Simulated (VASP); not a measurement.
Write the native input for VASP 6.6.1 that does the following.

| Property | Result |
| --- | --- |
| Task | relaxation of cell and atoms |
| Functional | PBE |
| Potentials or basis | VASP PAW PBE potentials, release 64 (B, N) |
| Cutoff | 600 eV |
| k mesh | 12 × 12 × 6 |
| Occupations | gaussian, width 0.02 eV |
| Spin | no spin polarisation |
| Dipole correction | no |
| Further INCAR settings | ALGO = Normal; EDIFF = 1e-07; IBRION = 2; EDIFFG = -0.005; NSW = 100; ISIF = 3 |

The structure of BN lies in POSCAR:

```
BN
1.0
    2.5539396017      0.0000000000      0.0000000000
   -1.2769698009      2.2117765748      0.0000000000
    0.0000000000      0.0000000000      4.2268550000
B N
2 2
Direct
    0.6666666700      0.3333333300      0.9997240000
    0.3333333300      0.6666666700      0.4997240000
    0.6666666700      0.3333333300      0.6252760000
    0.3333333300      0.6666666700      0.1252760000
```

Measurements of this composition are mostly on another form, of space group No. 194.

One way to write it, as run:

INCAR

```
SYSTEM = BN
PREC = Accurate ; ENCUT = 600
EDIFF = 1E-7 ; ISMEAR = 0
SIGMA = 0.02 ; LREAL = .FALSE.
LASPH = .TRUE. ; NELM = 100
ALGO = Normal ; ISIF = 3
LWAVE = .FALSE. ; LCHARG = .FALSE.
GGA = PE ; IBRION = 2
NSW = 100 ; EDIFFG = -0.005
```

KPOINTS

```
Automatic mesh
0
G
  12 12 6
  0 0 0
```

Potentials or basis: VASP PAW PBE potentials, release 64 (B, N).

Launch:

```bash
$ cat potpaw_PBE.64/B/POTCAR potpaw_PBE.64/N/POTCAR > POTCAR
$ mpirun -np 1 vasp_std > vasp.out
```

Results of the run:

```yaml
Relaxed_volume: 5.97 Å³/atom
Relaxed_cell: a = 2.554 Å, b = 2.554 Å, c = 4.224 Å, α = 90.00°, β = 90.00°, γ = 120.00°
Space_group_after_relaxing_to_0.05_Å: P6_3mc (No. 186)
Energy_gained_by_relaxing: 0.0 meV/atom
Ionic_steps: 3
Pressure_after_relaxing: 0.0 GPa
Band_gap_on_the_k_mesh: 5.21 eV, indirect (least direct gap 8.24 eV)
```

It took 17 s on 1 thread of Intel(R) Xeon(R) 6975P-C (Granite Rapids) (shared host), peak memory 0.15 GiB.
